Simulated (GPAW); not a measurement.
Bi:

```
CELL_PARAMETERS angstrom
-1.98143 1.98143 1.98143
1.98143 -1.98143 1.98143
1.98143 1.98143 -1.98143
ATOMIC_POSITIONS crystal
Bi 0.00000 0.00000 0.00000
```

This isn't the form of Bi at room conditions, which is rhombohedral.

```yaml
Program: GPAW 26.7.0
Task: relaxation of cell and atoms
Functional: PBEsol
Dispersion: D3(BJ)+ATM
Potentials_or_basis: PAW data sets generated in the run's folder for this functional
Cutoff: 600 eV
Basis: pw
k_mesh: 9 × 9 × 9
Occupations: fermi-dirac, width 0.05 eV
Spin: no spin polarisation
```

At the start: pressure -4.6 GPa; volume 31.12 Å³/atom.

Task: Where does the relaxation end?

Result: Over 4 steps the energy falls by 37.7 meV/atom and the volume is 28.60 Å³/atom (-8.1 %); space group Im-3m (No. 229, to 0.05 Å).

The path:
| step | energy change (eV) | largest force (eV/Å) | pressure (GPa) | volume (Å³) |
| --- | --- | --- | --- | --- |
| 1 | 0.0000 | 0.0000 | -4.63 | 31.12 |
| 2 | -0.0266 | 0.0000 | -2.69 | 29.94 |
| 3 | -0.0377 | 0.0000 | 0.19 | 28.52 |
| 4 | -0.0377 | 0.0000 | -0.01 | 28.60 |

Final structure:
```
Bi
1.0
    -1.92657    1.92657    1.92657
     1.92657   -1.92657    1.92657
     1.92657    1.92657   -1.92657
Bi
1
Direct
  0.00000 0.00000 0.00000
```

Caveat: later steps reuse the first step's grids; pairwise dispersion overbinds metals, which lowers pressure and volume.
